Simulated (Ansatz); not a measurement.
The system is AlNi.

```xyz
2
Lattice="2.8810 0.0000 0.0000 0.0000 2.8810 0.0000 0.0000 0.0000 2.8810" Properties=species:S:1:pos:R:3 pbc="T T T"
Ni    1.4405    1.4405    1.4405
Al    0.0000    0.0000    0.0000
```

* Program: Ansatz 0.2.0
* Task: relaxation of cell and atoms
* Functional: revPBE
* Dispersion: D3(BJ)
* Potentials or basis: all-electron LAPW, scalar-relativistic
* Basis error allowed: 0.001 eV/atom
* k mesh: 9 × 9 × 9
* Occupations: fermi-dirac, width 0.05 eV
* Spin: collinear spin, ferromagnetic start
* Starting moments: [1.0, 0.0] μB

At the start: volume 11.96 Å³/atom.

Q: Where does the relaxation end?

A: Over 5 steps the energy falls by 11.5 meV/atom and the volume is 11.45 Å³/atom (-4.2 %); space group Pm-3m (No. 221, to 0.05 Å); moment 0.00 μB per cell.

Step by step:
| step | energy change (eV) | largest force (eV/Å) | volume (Å³) |
| --- | --- | --- | --- |
| 1 | 0.0000 | 0.0000 | 23.91 |
| 2 | -0.0192 | 0.0000 | 23.30 |
| 3 | -0.0229 | 0.0000 | 22.87 |
| 4 | -0.0229 | 0.0000 | 22.91 |
| 5 | -0.0229 | 0.0000 | 22.91 |

Final structure:
```cif
data_structure
_symmetry_space_group_name_H-M 'P 1'
_symmetry_Int_Tables_number 1
_cell_length_a 2.8400
_cell_length_b 2.8400
_cell_length_c 2.8400
_cell_angle_alpha 90.000
_cell_angle_beta 90.000
_cell_angle_gamma 90.000
_cell_volume 22.91
loop_
_atom_site_label
_atom_site_type_symbol
_atom_site_fract_x
_atom_site_fract_y
_atom_site_fract_z
_atom_site_occupancy
Ni1 Ni 0.50000 0.50000 0.50000 1
Al1 Al 0.00000 0.00000 0.00000 1
```

Caveat: the starting moments weren't kept.
